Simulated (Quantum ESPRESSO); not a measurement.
# TaN (Fm-3m) in Quantum ESPRESSO: a series of runs

The runs below take TaN through phonons and electron-phonon coupling, with PBEsol, LDA.

All numbers are computed with Quantum ESPRESSO 7.5; they aren't measurements. Logs are shortened: lines on timing, memory, paths and dates and some standing lists are left out, and cuts for length are marked.

### Step 1. The crystal as given

The structure is cubic, space group Fm-3m (No. 225). The conventional cell has a = 4.423 Å, b = 4.423 Å, c = 4.423 Å, α = 90.00°, β = 90.00°, γ = 90.00°. Around Ta (site symmetry m-3m) lie 6 N at 2.21 Å. N (site symmetry m-3m) has 6 Ta at 2.21 Å as nearest neighbours.

The cell comes from a database or a generator and needn't be the stable form of this composition.

### Step 2. Phonons and electron-phonon coupling, PBEsol

Contents of pw.in:

```
&CONTROL
  calculation = 'scf'
  prefix = 'pwscf'
  outdir = './tmp'
  pseudo_dir = './pseudo'
  tprnfor = .true.
  tstress = .true.
  disk_io = 'low'
/
&SYSTEM
  ibrav = 0
  nat = 2
  ntyp = 2
  ecutwfc = 56
  ecutrho = 448
  nbnd = 15
  occupations = 'smearing'
  smearing = 'mp'
  degauss = 0.01999163
/
&ELECTRONS
  conv_thr = 4d-10
  electron_maxstep = 120
  mixing_beta = 0.5
/
ATOMIC_SPECIES
Ta   180.9479 ta_pbesol_v1.uspp.F.UPF
N     14.0070 n_pbesol_v1.2.uspp.F.UPF
CELL_PARAMETERS angstrom
   0.0000000000    2.2113230000    2.2113230000
   2.2113230000    0.0000000000    2.2113230000
   2.2113230000    2.2113230000    0.0000000000
ATOMIC_POSITIONS crystal
Ta     0.5000000000    0.5000000000    0.5000000000
N      0.0000000000    0.0000000000    0.0000000000
K_POINTS automatic
8 8 8 0 0 0
```

Contents of relax.in:

```
&CONTROL
  calculation = 'vc-relax'
  prefix = 'pwscf'
  outdir = './tmp'
  pseudo_dir = './pseudo'
  tprnfor = .true.
  tstress = .true.
  disk_io = 'low'
  nstep = 40
  forc_conv_thr = 0.0001
  etot_conv_thr = 1d-06
/
&SYSTEM
  ibrav = 0
  nat = 2
  ntyp = 2
  ecutwfc = 56
  ecutrho = 448
  nbnd = 15
  occupations = 'smearing'
  smearing = 'mp'
  degauss = 0.01999163
/
&ELECTRONS
  conv_thr = 4d-10
  electron_maxstep = 120
  mixing_beta = 0.5
/
&IONS
  ion_dynamics = 'bfgs'
/
&CELL
  cell_dynamics = 'bfgs'
  press = 0
  press_conv_thr = 0.2
/
ATOMIC_SPECIES
Ta   180.9479 ta_pbesol_v1.uspp.F.UPF
N     14.0070 n_pbesol_v1.2.uspp.F.UPF
CELL_PARAMETERS angstrom
   0.0000000000    2.2113230000    2.2113230000
   2.2113230000    0.0000000000    2.2113230000
   2.2113230000    2.2113230000    0.0000000000
ATOMIC_POSITIONS crystal
Ta     0.5000000000    0.5000000000    0.5000000000
N      0.0000000000    0.0000000000    0.0000000000
K_POINTS automatic
8 8 8 0 0 0
```

Contents of scf2.in:

```
&CONTROL
  calculation = 'scf'
  prefix = 'pwscf'
  outdir = './tmp'
  pseudo_dir = './pseudo'
  tprnfor = .true.
  tstress = .true.
  disk_io = 'low'
/
&SYSTEM
  ibrav = 0
  nat = 2
  ntyp = 2
  ecutwfc = 56
  ecutrho = 448
  nbnd = 15
  occupations = 'smearing'
  smearing = 'mp'
  degauss = 0.01999163
/
&ELECTRONS
  conv_thr = 1d-13
  electron_maxstep = 120
  mixing_beta = 0.5
  startingpot = 'file'
  startingwfc = 'file'
/
ATOMIC_SPECIES
Ta   180.9479 ta_pbesol_v1.uspp.F.UPF
N     14.0070 n_pbesol_v1.2.uspp.F.UPF
CELL_PARAMETERS angstrom
   0.0000000000    2.1882400226    2.1882400226
   2.1882400226    0.0000000000    2.1882400226
   2.1882400226    2.1882400226    0.0000000000
ATOMIC_POSITIONS crystal
Ta     0.5000000000    0.5000000000    0.5000000000
N      0.0000000000    0.0000000000    0.0000000000
K_POINTS automatic
8 8 8 0 0 0
```

Contents of dense.in:

```
&CONTROL
  calculation = 'scf'
  prefix = 'pwscf'
  outdir = './tmp'
  pseudo_dir = './pseudo'
  tprnfor = .true.
  tstress = .true.
  disk_io = 'low'
/
&SYSTEM
  ibrav = 0
  nat = 2
  ntyp = 2
  ecutwfc = 56
  ecutrho = 448
  nbnd = 15
  occupations = 'smearing'
  smearing = 'mp'
  degauss = 0.01999163
  la2F = .true.
/
&ELECTRONS
  conv_thr = 1d-12
  electron_maxstep = 120
  mixing_beta = 0.5
  startingpot = 'file'
/
ATOMIC_SPECIES
Ta   180.9479 ta_pbesol_v1.uspp.F.UPF
N     14.0070 n_pbesol_v1.2.uspp.F.UPF
CELL_PARAMETERS angstrom
   0.0000000000    2.1882400226    2.1882400226
   2.1882400226    0.0000000000    2.1882400226
   2.1882400226    2.1882400226    0.0000000000
ATOMIC_POSITIONS crystal
Ta     0.5000000000    0.5000000000    0.5000000000
N      0.0000000000    0.0000000000    0.0000000000
K_POINTS automatic
24 24 24 0 0 0
```

Contents of scf3.in:

```
&CONTROL
  calculation = 'scf'
  prefix = 'pwscf'
  outdir = './tmp'
  pseudo_dir = './pseudo'
  tprnfor = .true.
  tstress = .true.
  disk_io = 'low'
/
&SYSTEM
  ibrav = 0
  nat = 2
  ntyp = 2
  ecutwfc = 56
  ecutrho = 448
  nbnd = 15
  occupations = 'smearing'
  smearing = 'mp'
  degauss = 0.01999163
/
&ELECTRONS
  conv_thr = 1d-12
  electron_maxstep = 120
  mixing_beta = 0.5
  startingpot = 'file'
/
ATOMIC_SPECIES
Ta   180.9479 ta_pbesol_v1.uspp.F.UPF
N     14.0070 n_pbesol_v1.2.uspp.F.UPF
CELL_PARAMETERS angstrom
   0.0000000000    2.1882400226    2.1882400226
   2.1882400226    0.0000000000    2.1882400226
   2.1882400226    2.1882400226    0.0000000000
ATOMIC_POSITIONS crystal
Ta     0.5000000000    0.5000000000    0.5000000000
N      0.0000000000    0.0000000000    0.0000000000
K_POINTS automatic
8 8 8 0 0 0
```

Contents of ph.in:

```
phonon_bands of TaN
&INPUTPH
  prefix = 'pwscf'
  outdir = './tmp'
  tr2_ph = 1d-18
  fildyn = 'dyn'
  niter_ph = 90
  alpha_mix(1) = 0.4
  ldisp = .true.
  nq1 = 4
  nq2 = 4
  nq3 = 4
  electron_phonon = 'interpolated'
  el_ph_sigma = 0.005
  el_ph_nsigma = 10
  fildvscf = 'dvscf'
/
```

Contents of q2r.in:

```
&INPUT
  fildyn = 'dyn'
  zasr = 'crystal'
  flfrc = 'fc'
  la2F = .true.
/
```

Contents of matdyn.in:

```
&INPUT
  asr = 'crystal'
  flfrc = 'fc'
  flfrq = 'freq'
  q_in_cryst_coord = .true.
  flvec = ' '
/
80
 0.0000000000  0.0000000000  0.0000000000
 0.0454545455  0.0000000000  0.0454545455
 0.0909090909  0.0000000000  0.0909090909
 0.1363636364  0.0000000000  0.1363636364
 0.1818181818  0.0000000000  0.1818181818
 0.2272727273  0.0000000000  0.2272727273
 0.2727272727  0.0000000000  0.2727272727
 0.3181818182  0.0000000000  0.3181818182
 0.3636363636  0.0000000000  0.3636363636
 0.4090909091  0.0000000000  0.4090909091
 0.4545454545  0.0000000000  0.4545454545
 0.5000000000  0.0000000000  0.5000000000
 0.5000000000  0.0500000000  0.5500000000
 0.5000000000  0.1000000000  0.6000000000
 0.5000000000  0.1500000000  0.6500000000
 0.5000000000  0.2000000000  0.7000000000
 0.5000000000  0.2500000000  0.7500000000
 0.4687500000  0.2812500000  0.7500000000
 0.4375000000  0.3125000000  0.7500000000
 0.4062500000  0.3437500000  0.7500000000
 0.3750000000  0.3750000000  0.7500000000
 0.3461538462  0.3461538462  0.6923076923
 0.3173076923  0.3173076923  0.6346153846
 0.2884615385  0.2884615385  0.5769230769
 0.2596153846  0.2596153846  0.5192307692
 0.2307692308  0.2307692308  0.4615384615
 0.2019230769  0.2019230769  0.4038461538
 0.1730769231  0.1730769231  0.3461538462
 0.1442307692  0.1442307692  0.2884615385
 0.1153846154  0.1153846154  0.2307692308
 0.0865384615  0.0865384615  0.1730769231
 0.0576923077  0.0576923077  0.1153846154
 0.0288461538  0.0288461538  0.0576923077
 0.0000000000  0.0000000000  0.0000000000
 0.0454545455  0.0454545455  0.0454545455
 0.0909090909  0.0909090909  0.0909090909
 0.1363636364  0.1363636364  0.1363636364
 0.1818181818  0.1818181818  0.1818181818
 0.2272727273  0.2272727273  0.2272727273
 0.2727272727  0.2727272727  0.2727272727
 0.3181818182  0.3181818182  0.3181818182
 0.3636363636  0.3636363636  0.3636363636
 0.4090909091  0.4090909091  0.4090909091
 0.4545454545  0.4545454545  0.4545454545
 0.5000000000  0.5000000000  0.5000000000
 0.5178571429  0.4642857143  0.5178571429
 0.5357142857  0.4285714286  0.5357142857
 0.5535714286  0.3928571429  0.5535714286
 0.5714285714  0.3571428571  0.5714285714
 0.5892857143  0.3214285714  0.5892857143
 0.6071428571  0.2857142857  0.6071428571
 0.6250000000  0.2500000000  0.6250000000
 0.5937500000  0.2500000000  0.6562500000
 0.5625000000  0.2500000000  0.6875000000
 0.5312500000  0.2500000000  0.7187500000
 0.5000000000  0.2500000000  0.7500000000
 0.5000000000  0.2750000000  0.7250000000
 0.5000000000  0.3000000000  0.7000000000
 0.5000000000  0.3250000000  0.6750000000
 0.5000000000  0.3500000000  0.6500000000
 0.5000000000  0.3750000000  0.6250000000
 0.5000000000  0.4000000000  0.6000000000
 0.5000000000  0.4250000000  0.5750000000
 0.5000000000  0.4500000000  0.5500000000
 0.5000000000  0.4750000000  0.5250000000
 0.5000000000  0.5000000000  0.5000000000
 0.4861111111  0.4861111111  0.5277777778
 0.4722222222  0.4722222222  0.5555555556
 0.4583333333  0.4583333333  0.5833333333
 0.4444444444  0.4444444444  0.6111111111
 0.4305555556  0.4305555556  0.6388888889
 0.4166666667  0.4166666667  0.6666666667
 0.4027777778  0.4027777778  0.6944444444
 0.3888888889  0.3888888889  0.7222222222
 0.3750000000  0.3750000000  0.7500000000
 0.6250000000  0.2500000000  0.6250000000
 0.5937500000  0.1875000000  0.5937500000
 0.5625000000  0.1250000000  0.5625000000
 0.5312500000  0.0625000000  0.5312500000
 0.5000000000  0.0000000000  0.5000000000
```

Contents of matdyn_dos.in:

```
&INPUT
  asr = 'crystal'
  flfrc = 'fc'
  dos = .true.
  fldos = 'phdos'
  nk1 = 12
  nk2 = 12
  nk3 = 12
  deltaE = 2
  flvec = ' '
  flfrq = ' '
/
```

Contents of matdyn_a2f.in:

```
&INPUT
  asr = 'crystal'
  flfrc = 'fc'
  la2F = .true.
  dos = .true.
  fldos = 'dos2'
  nk1 = 10
  nk2 = 10
  nk3 = 10
  ndos = 60
  el_ph_nsigma = 10
  flfrq = 'dosfreq2'
  flvec = ' '
/
```

Contents of matdyn_mesh.in:

```
&INPUT
  asr = 'crystal'
  flfrc = 'fc'
  flfrq = 'mesh'
  q_in_cryst_coord = .true.
  flvec = ' '
/
1000
 0.05000000  0.05000000  0.05000000
 0.05000000  0.05000000  0.15000000
 0.05000000  0.05000000  0.25000000
[... 997 further points of the even 10 x 10 x 10 mesh, shifted by half a step ...]
```

Potentials or basis: GBRV 1.5 PBEsol.

Started as:

```bash
$ OMP_NUM_THREADS=1 mpirun -n 4 pw.x -nk 4 -in pw.in > pw.out
$ OMP_NUM_THREADS=1 mpirun -n 4 pw.x -nk 4 -in relax.in > relax.out
$ OMP_NUM_THREADS=1 mpirun -n 4 pw.x -nk 4 -in scf2.in > scf2.out
$ OMP_NUM_THREADS=1 mpirun -n 4 pw.x -nk 4 -in dense.in > dense.out
$ OMP_NUM_THREADS=1 mpirun -n 4 pw.x -nk 4 -in scf3.in > scf3.out
$ OMP_NUM_THREADS=1 mpirun -n 4 ph.x -nk 4 -in ph.in > ph.out
$ OMP_NUM_THREADS=1 mpirun -n 1 q2r.x -in q2r.in > q2r.out
$ OMP_NUM_THREADS=1 mpirun -n 1 matdyn.x -in matdyn.in > matdyn.out
$ OMP_NUM_THREADS=1 mpirun -n 1 matdyn.x -in matdyn_dos.in > matdyn_dos.out
$ OMP_NUM_THREADS=1 mpirun -n 1 matdyn.x -in matdyn_a2f.in > matdyn_a2f.out
$ OMP_NUM_THREADS=1 mpirun -n 1 matdyn.x -in matdyn_mesh.in > matdyn_mesh.out
```

pw.out:

```text
This program is part of the open-source Quantum ESPRESSO suite
     for quantum simulation of materials; please cite
[... 6 lines left out ...]
     using ibrav=0 with symmetry is DISCOURAGED, use correct ibrav instead

     K-points division:     npool     =       4
     Subspace diagonalization in iterative solution of the eigenvalue problem:
     a serial algorithm will be used

     G-vector sticks info
     --------------------
     sticks:   dense  smooth     PW     G-vecs:    dense   smooth      PW
     Sum        1069     547    163                23409     8363    1459

     Using Slab Decomposition

     bravais-lattice index     =            0
     lattice parameter (alat)  =       5.9097  a.u.
     unit-cell volume          =     145.9430 (a.u.)^3
     number of atoms/cell      =            2
     number of atomic types    =            2
     number of electrons       =        18.00
     number of Kohn-Sham states=           15
     kinetic-energy cutoff     =      56.0000  Ry
     charge density cutoff     =     448.0000  Ry
     scf convergence threshold =      4.0E-10
     mixing beta               =       0.5000
     number of iterations used =            8  plain     mixing
     Exchange-correlation= SLA  PW   PSX  PSC
                           (   1   4  10   8   0   0   0)

     celldm(1)=   5.909708  celldm(2)=   0.000000  celldm(3)=   0.000000
     celldm(4)=   0.000000  celldm(5)=   0.000000  celldm(6)=   0.000000

     crystal axes: (cart. coord. in units of alat)
               a(1) = (   0.000000   0.707107   0.707107 )
               a(2) = (   0.707107   0.000000   0.707107 )
               a(3) = (   0.707107   0.707107   0.000000 )

     reciprocal axes: (cart. coord. in units 2 pi/alat)
               b(1) = ( -0.707107  0.707107  0.707107 )
               b(2) = (  0.707107 -0.707107  0.707107 )
               b(3) = (  0.707107  0.707107 -0.707107 )

     PseudoPot. # 1 for Ta read from file:
     ta_pbesol_v1.uspp.F.UPF
     Pseudo is Ultrasoft + core correction, Zval = 13.0
     Generated by new atomic code, or converted to UPF format
     Using radial grid of  921 points,  7 beta functions with:
                l(1) =   0
                l(2) =   0
                l(3) =   1
                l(4) =   1
                l(5) =   2
                l(6) =   2
                l(7) =   3
     Q(r) pseudized with  6 coefficients,  rinner =    1.300   1.300   1.300
                                                       1.300   1.300   1.300
                                                       1.300

     PseudoPot. # 2 for N  read from file:
     n_pbesol_v1.2.uspp.F.UPF
     Pseudo is Ultrasoft + core correction, Zval =  5.0
     Generated by new atomic code, or converted to UPF format
     Using radial grid of  729 points,  4 beta functions with:
                l(1) =   0
                l(2) =   0
                l(3) =   1
                l(4) =   1
     Q(r) pseudized with  8 coefficients,  rinner =    0.900   0.900   0.900

     atomic species   valence    mass     pseudopotential
     Ta               13.00   180.94790     Ta( 1.00)
     N                 5.00    14.00700     N ( 1.00)

     48 Sym. Ops., with inversion, found

   Cartesian axes

     site n.     atom                  positions (alat units)
         1        Ta     tau(   1) = (   0.7071068   0.7071068   0.7071068  )
         2        N      tau(   2) = (   0.0000000   0.0000000   0.0000000  )

     number of k points=    29  Methfessel-Paxton smearing, width (Ry)=  0.0200
                       cart. coord. in units 2pi/alat
        k(    1) = (   0.0000000   0.0000000   0.0000000), wk =   0.0039062
        k(    2) = (   0.0883883   0.0883883  -0.0883883), wk =   0.0312500
        k(    3) = (   0.1767767   0.1767767  -0.1767767), wk =   0.0312500
        k(    4) = (   0.2651650   0.2651650  -0.2651650), wk =   0.0312500
        k(    5) = (  -0.3535534  -0.3535534   0.3535534), wk =   0.0156250
        k(    6) = (   0.1767767   0.0000000   0.0000000), wk =   0.0234375
[... 21 lines left out ...]
        k(   28) = (  -0.7071068   0.1767767  -0.0000000), wk =   0.0468750
        k(   29) = (  -0.7071068   0.3535534   0.0000000), wk =   0.0234375

     Dense  grid:    23409 G-vectors     FFT dimensions: (  40,  40,  40)

     Smooth grid:     8363 G-vectors     FFT dimensions: (  30,  30,  30)

     Initial potential from superposition of free atoms

     starting charge      17.9990, renormalised to      18.0000

     negative rho (up, down):  9.388E-02 0.000E+00
     Starting wfcs are   17 randomized atomic wfcs

     Self-consistent Calculation

     iteration #  1     ecut=    56.00 Ry     beta= 0.50
     Davidson diagonalization with overlap
     ethr =  1.00E-02,  avg # of iterations =  2.9

     negative rho (up, down):  9.622E-02 0.000E+00
[... 85 lines left out ...]
     iteration # 11     ecut=    56.00 Ry     beta= 0.50
     Davidson diagonalization with overlap
     ethr =  2.60E-12,  avg # of iterations =  1.2

     negative rho (up, down):  9.936E-02 0.000E+00

     End of self-consistent calculation

          k = 0.0000 0.0000 0.0000 (  1037 PWs)   bands (ev):

   -48.3512 -14.5784 -14.5784 -14.5784   2.4860  17.3699  17.3699  17.3699
    19.0637  19.0637  19.0637  21.1700  21.1700  22.5432  30.2526
[... 93 lines left out ...]
   -48.2836 -15.1506 -15.0309 -14.7821   4.3394  13.5211  14.3786  15.0364
    18.9373  23.5657  23.6512  25.5815  26.0480  29.2433  31.2604

          k =-0.7071 0.0000 0.0000 (  1034 PWs)   bands (ev):

   -48.2822 -15.2675 -14.8484 -14.8484   3.7475  14.5267  15.7590  16.5467
    16.5467  23.1859  24.6231  24.6231  25.5424  27.6736  29.8702

          k = 0.3536 0.1768 0.0000 (  1032 PWs)   bands (ev):
[... 26 lines left out ...]
   -48.2871 -15.1379 -15.0111 -14.7624   4.6282  12.7493  14.3546  14.4103
    21.1186  21.4130  23.8844  24.8128  27.2134  30.8798  31.2557

          k =-0.7071 0.1768-0.0000 (  1042 PWs)   bands (ev):

   -48.2821 -15.2076 -14.9113 -14.8601   4.0516  14.4404  14.8575  14.9938
    18.2897  23.4978  24.2723  24.6293  25.9008  28.5862  30.7132

          k =-0.7071 0.3536 0.0000 (  1036 PWs)   bands (ev):

   -48.2821 -15.0610 -15.0610 -14.8717   4.3944  13.7708  14.4121  14.4121
    20.9539  20.9539  24.6356  25.0904  25.5108  30.7984  32.8240

     the Fermi energy is    21.1959 ev

!    total energy              =    -161.99646898 Ry
     estimated scf accuracy    <          1.9E-11 Ry
     smearing contrib. (-TS)   =      -0.00001389 Ry
     internal energy E=F+TS    =    -161.99645509 Ry

     The total energy is F=E-TS. E is the sum of the following terms:
     one-electron contribution =      -5.90800482 Ry
     hartree contribution      =      14.76098784 Ry
     xc contribution           =     -47.47313512 Ry
     ewald contribution        =    -123.37630299 Ry

     convergence has been achieved in  11 iterations

     negative rho (up, down):  9.936E-02 0.000E+00

     Forces acting on atoms (cartesian axes, Ry/au):

     atom    1 type  1   force =    -0.00000000   -0.00000000    0.00000000
     atom    2 type  2   force =    -0.00000000    0.00000000   -0.00000000

     Total force =     0.000000     Total SCF correction =     0.000000

     Computing stress (Cartesian axis) and pressure

     negative rho (up, down):  9.936E-02 0.000E+00
          total   stress  (Ry/bohr**3)                   (kbar)     P=     -105.08
  -0.00071433  -0.00000000  -0.00000000         -105.08       -0.00       -0.00
  -0.00000000  -0.00071433  -0.00000000           -0.00     -105.08       -0.00
  -0.00000000  -0.00000000  -0.00071433           -0.00       -0.00     -105.08

=------------------------------------------------------------------------------=
   JOB DONE.
=------------------------------------------------------------------------------=
```

Wall time 28 min (4 MPI ranks of Arm Neoverse V1, shared host); peak memory 0.44 GiB.

Results:

- Free energy: -2204.0963 eV
- Relaxed volume: 10.48 Å³/atom
- Relaxed cell: a = 3.095 Å, b = 3.095 Å, c = 3.095 Å, α = 60.00°, β = 60.00°, γ = 60.00°
- Space group after relaxing (to 0.05 Å): Fm-3m (No. 225)
- Pressure after relaxing: 0.0 GPa
- Band gap on the k mesh: none (metal or under the smearing width)
- Highest phonon frequency: 615 cm⁻¹
- Most unstable mode: 239i cm⁻¹

Step by step:
```tsv
step	energy change (eV)	largest force (eV/Å)	pressure (GPa)	volume (Å³)
1	0.0000	0.0000	-10.51	21.63
2	-0.0104	0.0000	8.52	20.49
3	-0.0226	0.0000	-0.44	20.98
4	-0.0226	0.0000	-0.02	20.96
5	-0.0226	0.0000	0.01	20.96
```

Final structure:
```
Ta N
1.0
     0.00000    2.18824    2.18824
     2.18824    0.00000    2.18824
     2.18824    2.18824    0.00000
Ta N
1 1
Direct
  0.50000 0.50000 0.50000
  0.00000 0.00000 0.00000
```

Levels at points of the mesh, in eV from the Fermi level:
```csv
k point,band 5,band 6,band 7,band 8,band 9,band 10,band 11,band 12,band 13,band 14
"(0.00, 0.00, 0.00)",-18.97,-3.92,-3.92,-3.92,-2.23,-2.23,-2.23,-0.02,-0.02,1.61
"(0.00, 0.00, -0.50)",-15.82,-10.59,-7.76,-7.76,1.90,1.90,2.00,3.73,7.66,7.66
"(0.00, -0.50, -0.50)",-17.70,-6.74,-5.66,-4.73,-4.73,2.09,3.60,3.60,4.68,6.83
```

Phonon frequencies in cm⁻¹ (negative: imaginary):
| q point | frequencies |
| --- | --- |
| (0.000, 0.000, 0.000) | 0 0 0 442 442 442 |
| (0.318, 0.000, 0.318) | 23 23 100 442 442 596 |
| (0.500, 0.150, 0.650) | -217 -170 32 408 414 558 |
| (0.346, 0.346, 0.692) | -161 -64 9 389 531 560 |
| (0.144, 0.144, 0.288) | 91 96 137 418 557 559 |
| (0.091, 0.091, 0.091) | 45 45 71 458 458 461 |
| (0.409, 0.409, 0.409) | 65 85 85 498 562 562 |
| (0.589, 0.321, 0.589) | -116 -39 51 425 538 566 |
| (0.500, 0.275, 0.725) | -208 -207 89 381 384 591 |
| (0.500, 0.450, 0.550) | 1 80 84 481 556 568 |
| (0.431, 0.431, 0.639) | -63 54 81 455 548 576 |
| (0.562, 0.125, 0.562) | -223 -96 -84 438 478 485 |

Phonon frequencies at the corners of the path (cm⁻¹, interpolated; i marks imaginary ones):
```csv
point,frequencies
Γ,0 0 0 442 442 442
X,239i 69i 69i 452 462 462
W,216i 216i 89 375 375 590
K,183i 96i 72i 405 514 536
L,26i 78 78 477 559 559
U,183i 96i 72i 405 514 536
```

Phonon states per cell in windows of 50 cm⁻¹ (negative: imaginary):
```
from (cm⁻¹)  total    Ta     N
       -250   0.03  0.03  0.01
       -200   0.19  0.16  0.04
       -150   0.28  0.25  0.04
       -100   0.31  0.29  0.03
        -50   0.28  0.26  0.02
          0   0.32  0.30  0.02
         50   1.00  0.97  0.03
        100   0.57  0.57  0.01
        150   0.00  0.00  0.00
        200   0.00  0.00  0.00
        250   0.00  0.00  0.00
        300   0.00  0.00  0.00
        350   0.10  0.02  0.09
        400   0.62  0.07  0.55
        450   0.68  0.05  0.63
        500   0.55  0.02  0.53
        550   0.89  0.01  0.88
        600   0.16  0.00  0.15
```

Caveat: the mesh is thin for the phonons of a metal; some modes are imaginary; λ from interpolated matrix elements is rough: modes that symmetry makes equal can differ by tens of percent. The run has no spin-orbit coupling, so splittings on Ta are missing.

(Part 1 of 2 ends here.)
